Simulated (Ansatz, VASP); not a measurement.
# WC: VASP beside Ansatz

```
W C
1.0
     0.00000    2.19268    2.19268
     2.19268    0.00000    2.19268
     2.19268    2.19268    0.00000
W C
1 1
Direct
  0.00000 0.00000 0.00000
  0.50000 0.50000 0.50000
```

Measurements of this composition are mostly on another form, of space group No. 187.

Alike in both runs: task relaxation of cell and atoms; functional PBEsol; k mesh 11 × 11 × 11; no spin polarisation.

```csv
,VASP,Ansatz
version,VASP 6.6.1,Ansatz 0.2.0
potentials or method,"VASP PAW PBE potentials, release 64 (W_sv, C)","plane waves, PAW"
plane-wave cutoff (eV),600,544
occupations,"methfessel-paxton of order 1, width 0.05 eV","cold, width 0.05 eV"
valence electrons in the cell,18,18
```

Ansatz gave:

- relaxed volume (Å³/atom): 10.26
- relaxed cell length with the largest relative difference (Å): 3.073
- energy change over the relaxation (meV/atom): -9

Q: What did VASP give for the same quantities?

A: Relaxed volume (Å³/atom): 10.29; relaxed cell length with the largest relative difference (Å): 3.076; energy change over the relaxation (meV/atom): -7.

Caveats: the PAW data sets were made with another functional, which shifts forces and pressure a little (VASP). The runs have no spin-orbit coupling, so splittings on W are missing.
